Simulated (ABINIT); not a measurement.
Here is an ABINIT 10.8.3 (patched build) calculation.

run.abi

```
# Pseudopotentials
pp_dirpath "./"
pseudos "Al.GGA_PBE-JTH.xml, N.GGA_PBE-JTH.xml"

# Structure
acell 3*1.0
rprim
     0.0000000000     4.1271496856     4.1271496856
     4.1271496856     0.0000000000     4.1271496856
     4.1271496856     4.1271496856     0.0000000000
ntypat 2
znucl 13 7
natom 2
typat 1 2
xred
     0.0000000000     0.0000000000     0.0000000000
     0.2500000000     0.2500000000     0.2500000000
chkprim 0
chksymtnons 0
tolsym 1.0e-6

# Plane-wave basis
ecut 707.496042 eV
pawecutdg 48.0
pawxcdev 0

# k points
kptopt 1
ngkpt 10 10 10
nshiftk 1
shiftk 0.0 0.0 0.0

# Exchange and correlation
ixc 11

# Bands and occupations
nband 8
occopt 3
tsmear 0.05 eV

# SCF cycle
nstep 100
tolvrs 1.0e-9

# Output
iomode 3
prtwf 0
prtden 0
prteig 0
prtebands 0
enunit 1

# Relaxation
ionmov 22
ntime 60
tolmxf 5.0e-5
optcell 2
dilatmx 1.08
ecutsm 0.5
strtarget 3*-1.699465e-04 3*0.0
```

Potentials or basis: JTH PAW PBE v2.0.

Run with:

```sh
$ abinit run.abi > log 2>&1
```

Estimate the space group after relaxing (to 0.05 Å).

F-43m (No. 216).

Estimate the relaxed cell.

a = 3.091 Å, b = 3.091 Å, c = 3.091 Å, α = 60.00°, β = 60.00°, γ = 60.00°.

Step by step:
```
step  energy change (eV)  largest force (eV/Å)  pressure (GPa)  volume (Å³)
   1              0.0000                0.0000            5.45        20.83
   2             -0.0009                0.0000            5.15        20.86
   3             -0.0014                0.0000            5.00        20.88
```
